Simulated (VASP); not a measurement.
**Cd8F15 (a cell with a defect): single point with PBE**

The system is Cd8F15 (a cell with a defect).

```
Cd F
1.0
     0.00000    5.39421    5.39421
     5.39421    0.00000    5.39421
     5.39421    5.39421    0.00000
Cd F
8 15
Direct
  0.99603 0.00037 0.00286
  0.00311 0.99862 0.50463
  0.97387 0.50034 0.02508
  0.00312 0.49329 0.50464
  0.49428 0.00204 0.99580
  0.50135 0.00036 0.49755
  0.49428 0.50748 0.99580
  0.52353 0.50036 0.47537
  0.12980 0.13190 0.12239
  0.36769 0.38515 0.37797
  0.12643 0.12263 0.62797
  0.24867 0.50038 0.75020
  0.12977 0.61556 0.12243
  0.36765 0.86880 0.37801
  0.37098 0.87810 0.87242
  0.60736 0.14171 0.10879
  0.88086 0.36822 0.38233
  0.62085 0.13200 0.63138
  0.87648 0.38520 0.86917
  0.61656 0.63250 0.11809
  0.88984 0.85915 0.39153
  0.62088 0.61544 0.63134
  0.87652 0.86875 0.86913
```

```yaml
Program: VASP 6.6.1
Task: single point
Functional: PBE
Potentials_or_basis: VASP PAW PBE potentials, release 64 (Cd, F)
Cutoff: 520 eV
k_mesh: 2 × 2 × 2
Occupations: gaussian, width 0.1 eV
Spin: no spin polarisation
Dipole_correction: no
Further_INCAR_settings: LREAL = Auto; ALGO = Fast; EDIFF = 1e-06; NBANDS = 118
```

```json
{"Pressure": "8.0 GPa", "Largest force": "0.057 eV/Å", "Band gap on the k mesh": "none (metal or under the smearing width)"}
```

Forces on the atoms (eV/Å):
```
Cd   0.017  0.000 -0.017
Cd  -0.022  0.035 -0.022
Cd   0.040 -0.001 -0.040
Cd   0.022  0.036  0.022
Cd   0.022 -0.035  0.022
Cd  -0.018 -0.001  0.017
Cd  -0.023 -0.035 -0.022
Cd  -0.040  0.000  0.040
F   -0.010 -0.014 -0.014
F   -0.014  0.016 -0.010
F    0.000  0.012  0.000
F    0.001 -0.001  0.000
F    0.013 -0.014  0.011
F    0.012  0.015  0.016
F    0.001 -0.011 -0.001
F    0.001  0.017  0.000
F    0.001  0.019 -0.001
F   -0.016 -0.016 -0.011
F   -0.011  0.016 -0.014
F    0.000 -0.020  0.000
F    0.000 -0.020  0.000
F    0.010 -0.016  0.015
F    0.016  0.016  0.010
```

Stress tensor (GPa, compression positive):
```
 8.27  0.00 -0.83
 0.00  7.34  0.00
-0.83  0.00  8.27
```

Levels at points of the mesh, in eV from the Fermi level:
| k point | band 98 | band 99 | band 100 | band 101 | band 102 | band 103 |
| --- | --- | --- | --- | --- | --- | --- |
| (0.00, 0.00, 0.00) | -4.59 | -4.48 | -4.30 | -1.80 | 2.03 | 2.26 |
| (0.50, 0.00, 0.00) | -4.63 | -4.59 | -4.29 | 0.01 | 0.09 | 2.32 |
| (0.00, 0.50, 0.00) | -4.69 | -4.66 | -4.37 | -0.10 | 0.15 | 2.24 |
| (0.00, 0.00, 0.50) | -4.63 | -4.59 | -4.29 | 0.01 | 0.10 | 2.32 |
| (0.50, 0.50, 0.50) | -4.69 | -4.66 | -4.37 | -0.10 | 0.15 | 2.24 |
| (0.50, 0.50, 0.00) | -4.55 | -4.50 | -4.33 | 0.22 | 0.57 | 1.50 |
| (0.00, 0.50, 0.50) | -4.55 | -4.50 | -4.33 | 0.22 | 0.57 | 1.50 |
| (0.50, 0.00, 0.50) | -4.72 | -4.53 | -4.35 | 0.30 | 0.50 | 1.52 |

It took 4.9 min on 1 thread of Intel(R) Xeon(R) 6975P-C (Granite Rapids), with other jobs on the host, peak memory 0.57 GiB.

Caveat: the k mesh is coarse (spacing up to 0.50 Å⁻¹), so the values aren't converged; an odd number of electrons without spin polarisation forces a metal; a magnetic or distorted state may lie lower.
